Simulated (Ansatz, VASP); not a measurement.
# Hf: VASP beside Ansatz

```
Hf
1.0
    -1.78651    1.78651    1.78651
     1.78651   -1.78651    1.78651
     1.78651    1.78651   -1.78651
Hf
1
Direct
  0.00000 0.00000 0.00000
```

Alike in both runs: task single point; functional r2SCAN; k mesh 16 × 16 × 16; occupations gaussian, width 0.1 eV; no spin polarisation.

|  | VASP | Ansatz |
| --- | --- | --- |
| version | VASP 6.6.1 | Ansatz 0.2.0 |
| potentials or method | VASP PAW PBE potentials, release 64 (Hf_pv) | scalar-relativistic, plane waves, PAW |
| plane-wave cutoff (eV) | 520 | 500 |
| valence electrons in the cell | 10 | 26 |

```tsv
	VASP	Ansatz	Ansatz less VASP
gap on the k mesh at the Fermi level (eV)	none	none	-
pressure (GPa)	-3.2	-2.8	+0.39
```

A gap of «none» marks a metal or a gap that the smearing closes. With one functional, cell and mesh, what is left measures potentials, basis and numerics. The two sets of potentials don't hold the same shells in valence.

Caveats: the PAW data sets were made with another functional, which shifts forces and pressure a little (VASP). The runs have no spin-orbit coupling, so splittings on Hf are missing.
